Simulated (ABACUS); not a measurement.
Crystal: I.

```xyz
1
Lattice="0.0000 2.3656 3.9098 2.1922 0.0000 3.9098 2.1922 2.3656 0.0000" Properties=species:S:1:pos:R:3 pbc="T T T"
I     0.0000    0.0000    0.0000
```

| Item | Value |
| --- | --- |
| Program | ABACUS 3.10.1 |
| Task | single point |
| Functional | PBE |
| Potentials or basis | PseudoDojo NC SR 0.4.1 PBE standard |
| Cutoff | 966 eV |
| Density cutoff | 3864 eV |
| Basis | plane waves |
| k mesh | 9 × 9 × 9 |
| Occupations | fermi-dirac, width 0.05 eV |
| Spin | no spin polarisation |

On this cell: pressure 0.5 GPa; band gap on the k mesh none (metal or under the smearing width).

The same run follows on a disturbed copy (cell strained at random at fixed volume):

```xyz
1
Lattice="0.0452 2.3495 3.8970 2.2228 0.0462 3.8943 2.2663 2.3854 0.0036" Properties=species:S:1:pos:R:3 pbc="T T T"
I     0.0157    0.0051    0.0262
```

Problem. What does the disturbed cell give?

Solution. The energy (extrapolated to zero smearing) moves by -6.0 meV/atom; pressure 0.5 GPa; band gap on the k mesh none (metal or under the smearing width).

Stress tensor (GPa, compression positive):
```
 0.54  1.35  0.00
 1.35  0.14 -0.01
 0.00 -0.01  0.79
```

The energy falls, though the first cell shows no forces: that form is unstable against this distortion, unless noise or another electronic state is at work.

Caveats: an odd number of electrons without spin polarisation forces a metal; a magnetic or distorted state may lie lower.
